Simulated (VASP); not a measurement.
# SiNi3: Si into a neighbouring Si vacancy

Wanted: the minimum-energy path in SiNi3 for this move: Si into a neighbouring Si vacancy. The start is a cell from a database of measured crystal structures.

Main program and level: VASP 6.6.1; PBE, spin-polarised from a ferromagnetic start; plane waves and PAW (Ni, Si).

This is a report of a sequence of runs, with most program output left out.

The database entry behind the starting cell differs from later determinations by our own check (an axis about 0.9 % long against later determinations), so it need not match the best structure at ambient conditions.

## 1. The host crystal

Symmetry: Pm-3m, No. 221, cubic system. The conventional cell has a = 3.542 Å, b = 3.542 Å, c = 3.542 Å, α = 90.00°, β = 90.00°, γ = 90.00°. Ni has 8 Ni at 2.50 Å and 4 Si at 2.50 Å nearest. Nearest to Si lie 12 Ni at 2.50 Å. Farther neighbours are not listed.

Coordinates:

```cif
data_structure
_symmetry_space_group_name_H-M 'Pm-3m'
_symmetry_Int_Tables_number 221
_cell_length_a 3.5420
_cell_length_b 3.5420
_cell_length_c 3.5420
_cell_angle_alpha 90.000
_cell_angle_beta 90.000
_cell_angle_gamma 90.000
_cell_volume 44.44
loop_
_atom_site_label
_atom_site_type_symbol
_atom_site_symmetry_multiplicity
_atom_site_Wyckoff_symbol
_atom_site_fract_x
_atom_site_fract_y
_atom_site_fract_z
_atom_site_occupancy
Ni1 Ni 3 c 0.50000 0.50000 0.00000 1
Si1 Si 1 a 0.00000 0.00000 0.00000 1
```

## 2. Relax the host

First cell and atoms are relaxed at a raised cutoff, so that later runs start from this functional's own cell.

INCAR reads:

```
SYSTEM = SiNi3
PREC = Accurate
ENCUT = 360
EDIFF = 1E-06
NELM = 120
ISMEAR = 1
SIGMA = 0.15
LREAL = .FALSE.
ALGO = Normal
GGA = PE
NBANDS = 27
ISPIN = 2
MAGMOM = 1 1 1 0
LASPH = .TRUE.
LMAXMIX = 4
LORBIT = 11
LWAVE = .FALSE.
LCHARG = .FALSE.
KPAR = 3
IBRION = 2
NSW = 40
ISIF = 3
EDIFFG = -0.02
POTIM = 0.4
```

POSCAR reads:

```
SiNi3
1.0
    3.5420000000      0.0000000000      0.0000000000
    0.0000000000      3.5420000000      0.0000000000
    0.0000000000      0.0000000000      3.5420000000
Ni Si
3 1
Direct
    0.5000000000      0.5000000000      0.0000000000
    0.5000000000      0.0000000000      0.5000000000
    0.0000000000      0.5000000000      0.5000000000
    0.0000000000      0.0000000000      0.0000000000
```

KPOINTS reads:

```
Automatic mesh
0
Gamma
7 7 7
0 0 0
```

PAW data sets: Ni and Si (PBE family, release 64).

Launch:

```sh
mpirun -np 3 vasp_std
```

It took 18 s on 3 MPI ranks of AMD EPYC 9R45, shared host; peak memory 0.4 GiB; 52 s of CPU time.

The moments of the start collapse, so the state is non-magnetic; other starts or orders were not tried. The k-mesh is coarse for a metal. The run keeps the 48 symmetry operations of its start, so it cannot find a distortion of lower symmetry.

Relaxation path:

```tsv
step	energy less that of the first step (eV)	largest force (eV/Å)	pressure (GPa)	volume (Å³)
1	0.0000	0.0000	-6.47	44.44
2	-0.0196	0.0000	4.27	42.17
3	-0.0303	0.0000	0.03	42.99
```

```tsv
conventional cell, symmetrised	before	after	change
a (Å)	3.542	3.503	-1.1 %
b (Å)	3.542	3.503	-1.1 %
c (Å)	3.542	3.503	-1.1 %
volume (Å³/atom)	11.11	10.75	-3.3 %
```

The relaxed structure:

```xyz
4
Lattice="3.5031 0.0000 0.0000 0.0000 3.5031 0.0000 0.0000 0.0000 3.5031" Properties=species:S:1:pos:R:3 pbc="T T T"
Ni    1.7515    1.7515    0.0000
Ni    1.7515    0.0000    1.7515
Ni    0.0000    1.7515    1.7515
Si    0.0000    0.0000    0.0000
```

Numbers from this step:

| Quantity | Value |
| --- | --- |
| electronic cycles | 33 |
| electrons | 34 |
| free energy (TOTEN) | -23.70 eV |
| energy at zero smearing | -23.70 eV |
| Fermi energy | 10.68 eV |
| labelled metallic, from the levels on this mesh | yes |

The spin moment in the PAW sphere vanishes on all atoms.

The run ended after 3 ionic steps, 0.030 eV below its first step, once forces and stress met EDIFFG = -0.02.

## 3. Relax the start

System of this step: SiNi4. The cell holds 15 atoms: 12 Ni and 3 Si. Its edges and angles: a = 6.068 Å, b = 6.068 Å, c = 6.068 Å, α = 109.5°, β = 109.5°, γ = 109.5°. It derives from SiNi3. Nearest the centre at fractional (0.250, 0.250, 0.000): Ni9 at 1.71 Å, Ni5 at 1.74 Å, Si13 at 1.76 Å, Ni8 at 1.76 Å, Ni11 at 1.77 Å, Ni3 at 3.02 Å, Ni1 at 3.02 Å, Ni4 at 3.02 Å.

A path needs two true minima; the start is relaxed with symmetry off.

INCAR reads:

```
SYSTEM = SiNi4
PREC = Normal
ENCUT = 280
EDIFF = 1E-05
NELM = 120
ISMEAR = 1
SIGMA = 0.15
LREAL = Auto
ALGO = Fast
GGA = PE
NBANDS = 96
ISPIN = 2
MAGMOM = 1 1 1 1 1 1 1 1 1 1 1 1 0 0 0
LASPH = .TRUE.
LMAXMIX = 4
LORBIT = 11
LWAVE = .FALSE.
LCHARG = .FALSE.
KPAR = 3
IBRION = 2
NSW = 60
ISIF = 2
EDIFFG = -0.05
POTIM = 0.4
MAXMIX = 40
ISYM = 0
```

POSCAR reads:

```
SiNi4
1.0
   -3.5030935155      3.5030935155      3.5030935155
    3.5030935155     -3.5030935155      3.5030935155
    3.5030935155      3.5030935155     -3.5030935155
Ni Si
12 3
Direct
    0.2532886796      0.2519297837      0.5033319189
    0.7538586764      0.7475542113      0.4988644284
    0.7526995868      0.2495079182      0.0001260739
    0.2516417924      0.7524002941      0.0009207711
    0.2481586867      0.4965214363      0.2474326576
    0.7492785387      0.0008746254      0.2518228698
    0.7492890568      0.4977911915      0.7470337626
    0.2565678753      0.0020870736      0.7529073186
    0.4941086776      0.2417617541      0.2368682474
    0.0012302410      0.7494151784      0.2494046764
   -0.0042523152      0.2549677057      0.7528712279
    0.5037388850      0.7577241300      0.7576774274
    0.4957734202      0.4990107554     -0.0061719207
    0.4945460242     -0.0016391586      0.4968075703
   -0.0029774301      0.4995138193      0.4970974360
```

KPOINTS reads:

```
Automatic mesh
0
Gamma
4 4 4
0 0 0
```

Launch:

```sh
mpirun -np 3 vasp_std
```

The job ended after 8.5 min (3 MPI ranks; peak memory 1.2 GiB).

The magnetic state follows from one typed start and may not be the lowest.

Relaxation path:

```tsv
step	energy less that of the first step (eV)	largest force (eV/Å)
1	0.0000	0.7215
2	-0.0564	0.3283
3	-0.0684	0.1912
4	-0.0743	0.1053
5	-0.0772	0.0530
6	-0.0762	0.1279
7	-0.0779	0.0557
8	-0.0779	0.0654
9	-0.0779	0.0595
10	-0.0785	0.0213
```

The atoms that moved most (Å):

```tsv
atom	dx	dy	dz	length
Ni9	0.051	0.036	0.008	0.063
Ni11	-0.045	0.018	0.010	0.049
Ni12	-0.041	-0.017	-0.009	0.045
Ni8	-0.008	-0.030	-0.008	0.032
Ni5	0.022	0.002	0.021	0.030
Si13	0.009	0.028	0.000	0.029
Ni2	0.013	-0.024	-0.007	0.029
Ni3	0.019	-0.018	-0.005	0.026
```

Final coordinates:

```
Ni Si
1.0
    -3.50309    3.50309    3.50309
     3.50309   -3.50309    3.50309
     3.50309    3.50309   -3.50309
Ni Si
12 3
Cartesian
  1.7609 1.7508 0.0021
  1.7389 1.7453 3.5053
  -1.7437 1.7452 3.5055
  1.7377 -1.7520 3.5047
  1.7588 -0.0013 1.7629
  -1.7417 3.4996 1.7430
  1.7376 3.4996 1.7438
  1.7385 3.4990 -1.7398
  -0.0034 1.7496 1.7561
  3.4986 -1.7539 1.7507
  3.5007 1.7469 -1.7490
  3.5032 1.7475 1.7555
  -0.0010 -0.0053 3.5068
  -0.0039 3.4964 0.0002
  3.5004 -0.0031 0.0037
```

This step gave:

```
electronic cycles                                 : 65
electrons                                         : 132
free energy (TOTEN)                               : -85.8573 eV
energy at zero smearing                           : -85.8621 eV
Fermi energy                                      : 9.436 eV
moment of the cell, from the last line of the log : 2.496 μB
```

Spin moment in the PAW sphere by atom:

```tsv
atom	spin moment in the PAW sphere (μB)
Ni1	0.225
Ni2	0.227
Ni3	0.228
Ni4	0.224
Ni5	0.225
Ni6	0.225
Ni7	0.226
Ni8	0.225
Ni9	0.228
Ni10	0.226
Ni11	0.229
Ni12	0.228
Si13	-0.015
Si14	-0.015
Si15	-0.015
```

The run ended after 10 ionic steps, 0.078 eV below its first step, once the forces on the free atoms met EDIFFG = -0.05.

## 4. Relax the end

The end state is relaxed in the same way, so that both ends share their errors.

INCAR is that of step 3.

POSCAR reads:

```
SiNi4
1.0
   -3.5030935155      3.5030935155      3.5030935155
    3.5030935155     -3.5030935155      3.5030935155
    3.5030935155      3.5030935155     -3.5030935155
Ni Si
12 3
Direct
    0.2486563150      0.2488272976      0.5003741529
    0.7534598427      0.7526108249      0.5042388678
    0.7506571685      0.2462328432     -0.0002471471
    0.2495509106      0.7551201254     -0.0005498763
    0.2455392331      0.4990466628      0.2463780232
    0.7479749419     -0.0026493322      0.2509331570
    0.7492373453      0.4955064783      0.7474086090
    0.2474614784     -0.0040343820      0.7528404184
    0.5026465754      0.2498768553      0.2542220828
    0.0028708635      0.7484089261      0.2498328028
   -0.0052154873      0.2483273778      0.7515719459
    0.5009405849      0.7518992158      0.7484132912
   -0.0080671906     -0.0028589880     -0.0041027063
    0.5001128193      0.0006952303      0.5044633523
    0.0026090594      0.5013341224      0.5012689492
```

KPOINTS is that of step 3.

Launch:

```sh
mpirun -np 3 vasp_std
```

Wall time 5.8 min (3 MPI ranks); peak memory 1.2 GiB.

The steps of the relaxation:

```tsv
step	energy less that of the first step (eV)	largest force (eV/Å)
1	0.0000	0.3728
2	-0.0245	0.1965
3	-0.0312	0.1052
4	-0.0313	0.1093
5	-0.0339	0.0537
6	-0.0348	0.0374
```

The atoms that moved most (Å):

```tsv
atom	dx	dy	dz	length
Si13	0.002	0.031	0.011	0.033
Ni8	-0.001	-0.015	0.022	0.027
Ni5	-0.002	0.026	0.001	0.026
Ni4	-0.006	0.011	-0.021	0.025
Ni11	-0.015	0.000	0.017	0.022
Ni7	0.017	0.000	0.005	0.018
Ni3	0.017	-0.003	0.000	0.017
Ni12	0.000	0.001	-0.017	0.017
```

Final coordinates:

```xyz
15
Lattice="-3.5031 3.5031 3.5031 3.5031 -3.5031 3.5031 3.5031 3.5031 -3.5031" Properties=species:S:1:pos:R:3 pbc="T T T"
Ni    1.7475    1.7435   -0.0073
Ni    1.7535    1.7624    3.4984
Ni   -1.7511    1.7635    3.4931
Ni    1.7627   -1.7618    3.4999
Ni    1.7490    0.0012    1.7462
Ni   -1.7478    3.5045    1.7413
Ni    1.7468    3.5071    1.7474
Ni    1.7550    3.5036   -1.7621
Ni    0.0040    1.7643    1.7387
Ni    3.5024   -1.7403    1.7538
Ni    3.5064    1.7442   -1.7642
Ni    3.5014    1.7433    1.7505
Si    0.0064   -0.0021   -0.0128
Si    0.0066    3.5052   -0.0111
Si    3.5002    0.0049   -0.0022
```

This step gave:

- electronic cycles: 46
- free energy (TOTEN): -85.8567 eV
- energy at zero smearing: -85.8614 eV
- moment of the cell, from the last line of the log: 2.499 μB

The run ended after 6 ionic steps, 0.035 eV below its first step, once the forces on the free atoms met EDIFFG = -0.05.

## 5. Nudged elastic band

Images on a straight line between the ends relax across the path, while springs keep them spaced along it.

Edit INCAR of step 4 so:

```diff
@@ -15,12 +15,11 @@
 LMAXMIX = 4
-LORBIT = 11
 LWAVE = .FALSE.
 LCHARG = .FALSE.
-KPAR = 3
-IBRION = 2
+IMAGES = 3
+SPRING = -5
+IBRION = 1
+POTIM = 0.3
 NSW = 60
-ISIF = 2
 EDIFFG = -0.05
-POTIM = 0.4
-MAXMIX = 40
 ISYM = 0
+ISIF = 0
```

POSCAR reads:

```
SiNi4
1.0
   -3.5030935155      3.5030935155      3.5030935155
    3.5030935155     -3.5030935155      3.5030935155
    3.5030935155      3.5030935155     -3.5030935155
Ni Si
12 3
Direct
    0.2501976639      0.2516414426      0.5012370837
    0.7494191203      0.7485064681      0.4972979569
    0.7494382002      0.2514613046      0.0002124659
    0.2501695942      0.7482525725      0.9979529181
    0.2514350104      0.5026491614      0.2508556587
    0.7482882895      0.0001832696      0.2509090928
    0.7483840838      0.4969010589      0.7475071960
    0.2510808345      0.9998050023      0.7475450737
    0.5003760802      0.2501676264      0.2492433125
    0.9995417431      0.7492347493      0.2490256969
    0.9996924822      0.2500244479      0.7489914984
    0.4999830750      0.7505772171      0.7494377162
    0.4997713677      0.5003858175      0.9991075160
    0.4990810265      0.9994794212      0.4984958451
    0.0000918237      0.5001511590      0.4991754347
```

KPOINTS is that of step 4.

00/POSCAR reads:

```
SiNi4
1.0
   -3.5030935155      3.5030935155      3.5030935155
    3.5030935155     -3.5030935155      3.5030935155
    3.5030935155      3.5030935155     -3.5030935155
Ni Si
12 3
Direct
    0.2501976639      0.2516414426      0.5012370837
    0.7494191203      0.7485064681      0.4972979569
    0.7494382002      0.2514613046      0.0002124659
    0.2501695942      0.7482525725      0.9979529181
    0.2514350104      0.5026491614      0.2508556587
    0.7482882895      0.0001832696      0.2509090928
    0.7483840838      0.4969010589      0.7475071960
    0.2510808345      0.9998050023      0.7475450737
    0.5003760802      0.2501676264      0.2492433125
    0.9995417431      0.7492347493      0.2490256969
    0.9996924822      0.2500244479      0.7489914984
    0.4999830750      0.7505772171      0.7494377162
    0.4997713677      0.5003858175      0.9991075160
    0.4990810265      0.9994794212      0.4984958451
    0.0000918237      0.5001511590      0.4991754347
```

01/POSCAR reads:

```
SiNi4
1.0
   -3.5030935155      3.5030935155      3.5030935155
    3.5030935155     -3.5030935155      3.5030935155
    3.5030935155      3.5030935155     -3.5030935155
Ni Si
12 3
Direct
    0.2496020330      0.2508284569      0.5004973287
    0.7497846683      0.7487823605      0.4984310073
    0.7496516247      0.2507575968      0.0006045539
    0.2496482755      0.7489734076      0.9984953866
    0.2509254728      0.5017038910      0.2505930311
    0.7484002680     -0.0000946035      0.2508671347
    0.7487817627      0.4973570774      0.7481025337
    0.2504538436      0.9996001518      0.7482995793
    0.5002775685      0.2498095532      0.2500314332
    1.0001376105      0.7494795485      0.2496465528
    0.9990534593      0.2496840600      0.7490997666
    0.4996552069      0.7503335519      0.7492232976
    0.6242969641      0.6250579182      0.9994841208
    0.4989894216      0.9994489947      0.4991805446
    0.0001632319      0.4999293882      0.4994510591
```

02/POSCAR reads:

```
SiNi4
1.0
   -3.5030935155      3.5030935155      3.5030935155
    3.5030935155     -3.5030935155      3.5030935155
    3.5030935155      3.5030935155     -3.5030935155
Ni Si
12 3
Direct
    0.2490064021      0.2500154712      0.4997575738
    0.7501502164      0.7490582530      0.4995640576
    0.7498650492      0.2500538890      0.0009966419
    0.2491269568      0.7496942426      0.9990378550
    0.2504159353      0.5007586206      0.2503304036
    0.7485122464     -0.0003724767      0.2508251766
    0.7491794416      0.4978130959      0.7486978714
    0.2498268526      0.9993953014      0.7490540848
    0.5001790568      0.2494514800      0.2508195540
    1.0007334779      0.7497243477      0.2502674086
    0.9984144364      0.2493436722      0.7492080349
    0.4993273388      0.7500898867      0.7490088790
    0.7488225605      0.7497300190      0.9998607255
    0.4988978166      0.9994185682      0.4998652440
    0.0002346401      0.4997076174      0.4997266835
```

03/POSCAR reads:

```
SiNi4
1.0
   -3.5030935155      3.5030935155      3.5030935155
    3.5030935155     -3.5030935155      3.5030935155
    3.5030935155      3.5030935155     -3.5030935155
Ni Si
12 3
Direct
    0.2484107713      0.2492024854      0.4990178188
    0.7505157644      0.7493341454      0.5006971080
    0.7500784738      0.2493501811      0.0013887299
    0.2486056380      0.7504150776      0.9995803234
    0.2499063978      0.4998133501      0.2500677760
    0.7486242249     -0.0006503498      0.2507832184
    0.7495771206      0.4982691144      0.7492932091
    0.2491998617      0.9991904510      0.7498085904
    0.5000805450      0.2490934069      0.2516076748
    1.0013293453      0.7499691469      0.2508882645
    0.9977754135      0.2490032843      0.7493163032
    0.4989994706      0.7498462215      0.7487944604
    0.8733481569      0.8744021198      1.0002373302
    0.4988062117      0.9993881418      0.5005499435
    0.0003060483      0.4994858466      0.5000023079
```

04/POSCAR reads:

```
SiNi4
1.0
   -3.5030935155      3.5030935155      3.5030935155
    3.5030935155     -3.5030935155      3.5030935155
    3.5030935155      3.5030935155     -3.5030935155
Ni Si
12 3
Direct
    0.2478151404      0.2483894997      0.4982780638
    0.7508813124      0.7496100378      0.5018301584
    0.7502918983      0.2486464733      0.0017808179
    0.2480843193      0.7511359127      1.0001227919
    0.2493968602      0.4988680797      0.2498051484
    0.7487362034     -0.0009282229      0.2507412603
    0.7499747995      0.4987251329      0.7498885468
    0.2485728708      0.9989856005      0.7505630960
    0.4999820333      0.2487353337      0.2523957955
    1.0019252127      0.7502139461      0.2515091204
    0.9971363906      0.2486628964      0.7494245714
    0.4986716025      0.7496025563      0.7485800418
    0.9978737533      0.9990742205      1.0006139350
    0.4987146068      0.9993577153      0.5012346430
    0.0003774565      0.4992640758      0.5002779323
```

Launch:

```sh
mpirun -np 3 vasp_std
```

Run time: 67 min. Hardware: 3 MPI ranks; peak memory 1.2 GiB; 3.3 h of CPU time.

The path, image by image:

```tsv
image	path (A)	energy (eV)	Si13: x, y, z (Å)
0	0.000	0.0000	3.502, 3.498, 0.004
1	1.540	0.5374	3.505, 3.505, 0.913
2	3.063	2.9829	3.505, 3.503, 1.742
3	4.585	0.5439	3.500, 3.500, 2.578
4	6.129	0.0007	3.509, 3.501, 3.490
```

Numbers from this step:

```
electronic cycles                              : 220
path length (all atoms, rigid shifts included) : 6.129 Å
barrier                                        : 2.983 eV
barrier in the reverse direction               : 2.982 eV
barrier from a spline through the images       : 2.982 eV
reaction energy                                : 7.22e-4 eV
```

What the program prints for this run, and its count of cycles, belong to image 1; the force that counts for the threshold is the band's, across the path.

## 6. Outcome

| Quantity | Value |
| --- | --- |
| hop | Si into a neighbouring Si vacancy |
| barrier | 2.98 eV |
| barrier in the reverse direction | 2.98 eV |
| barrier from a spline through the images | 2.98 eV |
| reaction energy | 7.2e-4 eV |
| path length (all atoms, rigid shifts included) | 6.13 Å |

What this shows: The barrier is 2.98 eV forwards and 2.98 eV backwards. With an attempt frequency of 10¹³ per second, taken as a typical value, this barrier gives about 10^-37 hops a second at 300 K. Both ends are alike and an image sits at the midpoint, which is the saddle if the path is symmetric. The band met its force threshold after 24 steps. Cell and mesh are small and were not tested. The band started on a straight line, so other routes may lie lower.

[Lines on the potential files, build, host, timing and source positions are cut from VASP's logs without a mark.]

[Logs are printed without paths, hosts, clocks, repeated set-up lines and the standing remarks that a program may print on its own settings, such as how far it seeks lower states.]

[Hosts, paths, dates, database ids (printed as entryN), source tags and the programs' standing remarks are cut or masked in the printed files.]

[Runs that stopped without an error message from VASP are left out.]
